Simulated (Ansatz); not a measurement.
## PBE against r2SCAN: CsPbI3, isotropic strain −0.44 %

Base system: CsPbI₃ in the cubic perovskite structure (space group Pm-3m, No. 221; a = 6.390 Å).

(Cell as relaxed with PBE.)

Levels (all Ansatz, a program for electronic structure, PAW): PBE (420 eV, no spin-orbit coupling); r2SCAN (500 eV, without spin-orbit coupling).

Each level relaxes its own structure.

```csv
base,PBE,r2SCAN
volume per atom,52.20 Å³,50.79 Å³
lattice parameter a,6.390 Å,6.333 Å
band gap,1.48 eV,1.70 eV
```

One thing is altered: every lattice vector is shortened by 0.44 %; the atoms relax in the strained cell.

```csv
quantity,PBE,r2SCAN
pressure,0.20 GPa,___
band gap,1.44 eV,___
energy relative to the base (free energy F),+0.4 meV/atom,___
"electron mass (degenerate bands, along [100])","0.068, 0.75, 0.75 mₑ (at R)",___
```

Given the PBE results, estimate those of r2SCAN.


- pressure, r2SCAN: 0.23 GPa
- band gap, r2SCAN: 1.66 eV
- energy relative to the base (free energy F), r2SCAN: +0.5 meV/atom
- electron mass (degenerate bands, along [100]), r2SCAN: 0.068, 0.77, 0.77 mₑ (at R)

PBE's band gap lies 0.22 eV below r2SCAN's. Neither level is exact; r2SCAN is the comparison here, not a measurement.

With I and Pb present, leaving out spin-orbit coupling can change the band edges. Effective masses come from finite differences of ±0.01 Å⁻¹. No phonon test of stability was made. Many cubic perovskites are stable only at high temperature; tilts and polar distortions were not tested. This is not the structure that CsPbI3 has at room temperature and ambient pressure.
